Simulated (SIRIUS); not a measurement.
## Be2C under changes of volume

One of the cells (6.765 Å³/atom); the others are scaled copies at fixed shape and fractional positions:

```xyz
3
Lattice="0.0000 2.1650 2.1650 2.1650 0.0000 2.1650 2.1650 2.1650 0.0000" Properties=species:S:1:pos:R:3 pbc="T T T"
C     0.0000    0.0000    0.0000
Be    3.2475    3.2475    3.2475
Be    1.0825    1.0825    1.0825
```

```yaml
Program: SIRIUS 7.12.0
Functional: LDA
Potentials_or_basis: all-electron FP-LAPW
Cutoff: 259 eV
Basis: apw+lo standard
k_mesh: 11 × 11 × 11
Occupations: fermi-dirac, width 0.05 eV
Spin: no spin polarisation
```

| volume (Å³/atom) | energy over the lowest point (meV/atom) | gap on the mesh (eV) |
| --- | --- | --- |
| 6.359 | 1.43 | 1.31 |
| 6.495 | 0.00 | 1.30 |
| 6.630 | ? | ? |
| 6.765 | 8.18 | 1.28 |
| 6.901 | 17.16 | 1.26 |
| 7.036 | 28.96 | 1.25 |
| 7.171 | 43.42 | 1.24 |

Question: What does the run at 6.630 Å³/atom give?

Answer: Energy over the lowest point 2.42 meV/atom; gap on the mesh 1.29 eV.

Worked out: A Birch-Murnaghan fit of order 3 (a polynomial in V^(-2/3)) to the other rows has its minimum at 6.48 Å³/atom with B0 = V·E''(V) = 216 GPa and B' = 3.3. It gives 2.37 meV/atom at 6.630 Å³/atom, against the run's 2.42. A straight line through the other rows of the gap, of slope -0.601 eV per unit of ln V, gives 1.29 eV, against the run's 1.29.

Energies are extrapolated to zero smearing.

Caveats: an odd mesh through Γ misses points on the zone boundary, where band edges often lie.
